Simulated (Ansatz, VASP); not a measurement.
# Ag in VASP and in Ansatz

The input INCAR:

```
SYSTEM = Ag
  PREC = Accurate
  ENCUT = 600
  EDIFF = 1E-6
  ISMEAR = 0
  SIGMA = 0.1
  LREAL = .FALSE.
  LASPH = .TRUE.
  NELM = 80
  ALGO = Normal
  ISIF = 3
  LWAVE = .FALSE.
  LCHARG = .FALSE.
  GGA = PE
  IBRION = 2
  NSW = 100
  EDIFFG = -0.005
```

File KPOINTS:

```
Automatic mesh
0
G
  18 18 18
  0 0 0
```

File POSCAR:

```
Ag
1.0
    0.0000000000      2.0427500000      2.0427500000
    2.0427500000      0.0000000000      2.0427500000
    2.0427500000      2.0427500000      0.0000000000
Ag
1
Direct
    0.0000000000      0.0000000000      0.0000000000
```

Input for Ansatz:

```yaml
crystal:
  lattice:
    - [0.0, 2.04275, 2.04275]
    - [2.04275, 0.0, 2.04275]
    - [2.04275, 2.04275, 0.0]
  atoms:
    - { symbol: Ag, position: [0.0, 0.0, 0.0] }
basis:
  ecutwfc: 420
kpoints:
  mp_grid: { grid: [18, 18, 18] }
hamiltonian:
  xc: pbe
scf:
  occupations: { method: gaussian, width: 0.1 }
output:
  forces: true
  stress: true
  eigenvalues: true
  write_density: true
  write_potential: true
  elf: true
  volumetric_format: npy
relax:
  adjacent_minimum: "off"
  f_tol: 0.005
  max_steps: 80
  cell: { stress_tol: 0.05 }
```

Alike in both runs: task relaxation of cell and atoms; functional PBE; k mesh 18 × 18 × 18; occupations gaussian, width 0.1 eV; no spin polarisation.

|  | VASP | Ansatz |
| --- | --- | --- |
| version | VASP 6.6.1 | Ansatz 0.2.0 |
| potentials or method | VASP PAW PBE potentials, release 64 (Ag) | scalar-relativistic, plane waves, PAW |
| plane-wave cutoff (eV) | 600 | 420 |
| valence electrons in the cell | 11 | 19 |

|  | VASP | Ansatz | Ansatz less VASP |
| --- | --- | --- | --- |
| gap on the k mesh at the Fermi level, each at its own relaxed structure (eV) | none | none | - |
| relaxed volume (Å³/atom) | 17.80 | 17.83 | +0.029 |
| relaxed cell length with the largest relative difference (Å) | 2.931 | 2.933 | +0.0016 |
| energy change over the relaxation (meV/atom) | -10 | -11 | -0.9 |

A gap of «none» marks a metal or a gap that the smearing closes. The two sets of potentials don't hold the same shells in valence.

PBE usually gives volumes a little too large and moduli too small. Zero-point motion and thermal expansion aren't in these numbers.
